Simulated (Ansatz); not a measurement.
**WSe2 (P-6m2), a vibration from a frozen displacement**

Computed with DFT PBEsol, scalar-relativistic, plane waves, PAW in Ansatz. Settings: plane waves to 420 eV, k-mesh 12×12×1 (Γ-centred), Gaussian smearing 0.05 eV. Spin–orbit coupling is left out, which matters for the heavy elements here. No spin polarisation. Energies are free energies at this smearing, counted from the undisturbed cell; pressure is positive in compression.

The starting cell (relaxed at this level; this form isn't the usual structure):

```
W Se
1.0
     3.27090    0.00000    0.00000
    -1.63545    2.83268    0.00000
     0.00000    0.00000   29.18475
W Se
3 6
Direct
  0.66667 0.33333 0.00000
  0.33333 0.66667 0.77346
  0.33333 0.66667 0.22654
  0.33333 0.66667 0.05737
  0.66667 0.33333 0.83084
  0.66667 0.33333 0.28383
  0.33333 0.66667 0.94263
  0.66667 0.33333 0.71617
  0.66667 0.33333 0.16916
```

The cell holds layers and no dispersion correction was added, so their binding is poorly described.

Every W atom is moved by x along the Cartesian unit vector (0.000, -0.748, 0.663); the cell and all other atoms stay fixed. The cell's volume is 270.41 Å³; the moved atoms weigh 551.520 u together and the others 473.826 u.

| x (Å) | ΔE (meV/cell) | total force on the moved atoms along the move (eV/Å) | pressure (GPa) |
| --- | --- | --- | --- |
| -0.1000 | 354.54 | 7.1198 | 0.4611 |
| -0.0500 | 88.34 | 3.5380 | 0.1106 |
| 0.0000 | 0.00 | 0.0000 | -0.0055 |
| 0.0250 | 22.04 | -1.7627 | 0.0234 |
| 0.0750 | 198.38 | -5.2936 | 0.2541 |

What frequency belongs to this motion?

The force constant is k = −dF/dx = 70.593 eV/Å², from the parabola through x = -0.0500, 0 and 0.0250. In every cell the moved atoms swing against the rest, so the mass is μ = m₁m₂/(m₁ + m₂) = 254.865 u, and ν̃ = 521.5 cm⁻¹ × √(|k|/μ) = 274 cm⁻¹. The pattern needn't be a normal mode: ν̃² is then a weighted mean of the squared nonzero frequencies at the zone centre of this cell, taken without macroscopic field, so it lies between the lowest and the highest of them.

How far does the harmonic law reach?

At x = -0.100 Å, kx²/2 = 352.97 meV against the computed 354.54 meV (+0.4 %): the well is still close to harmonic there.